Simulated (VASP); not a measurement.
Re, 2 atoms in the cell. Symmetry: P6_3/mmc, No. 194, hexagonal system. The conventional cell has a = 2.773 Å, b = 2.773 Å, c = 4.484 Å, α = 90.00°, β = 90.00°, γ = 120.00°. Re (site symmetry -6m2) is surrounded by 12 Re at 2.76 to 2.77 Å. The cell was built by a generator and needn't be a form met in nature.

| Property | Result |
| --- | --- |
| Program | VASP 6.6.1 |
| Task | optical spectrum |
| Functional | PBE |
| Potentials or basis | VASP PAW PBE potentials, release 64 (Re) |
| Cutoff | 520 eV |
| k mesh | 18 × 18 × 12 |
| Occupations | methfessel-paxton, width 0.1 eV |
| Spin | no spin polarisation |
| Further INCAR settings | ALGO = Normal; EDIFF = 1e-07 |

Potentials or basis: VASP PAW PBE potentials, release 64 (Re).

Command:

```sh
$ cat potpaw_PBE.64/Re/POTCAR > POTCAR
$ mpirun -np 1 vasp_std > vasp.out
```

Hardware: 1 thread of AMD EPYC 9R45 (Zen 5), on a shared host.

**Question.** Estimate the wall time of this run.

**Answer.** Run time: 62 s on 1 thread of AMD EPYC 9R45 (Zen 5) (shared host), peak memory 0.28 GiB. Counts: scf iterations 13, k points 259.
